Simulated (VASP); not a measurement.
HfC:

```xyz
2
Lattice="0.0000 2.3250 2.3250 2.3250 0.0000 2.3250 2.3250 2.3250 0.0000" Properties=species:S:1:pos:R:3 pbc="T T T"
Hf    2.3250    2.3250    2.3250
C     0.0000    0.0000    0.0000
```

Base run:

| Quantity | Value |
| --- | --- |
| Program | VASP 6.6.1 |
| Functional | MS2 |
| Potentials or basis | VASP PAW PBE potentials, release 64 (Hf_pv, C) |
| Cutoff | 520 eV |
| k mesh | 10 × 10 × 10 |
| Occupations | fermi-dirac, width 0.05 eV |
| Spin | no spin polarisation |

Its results: pressure -5.8 GPa.

Question: The run is repeated on the same cell with these changes: functional from MS2 to TPSS. What comes out?

Answer: Pressure -1.4 GPa.

Caveats: the PAW data sets were made with another functional, which shifts forces and pressure a little.
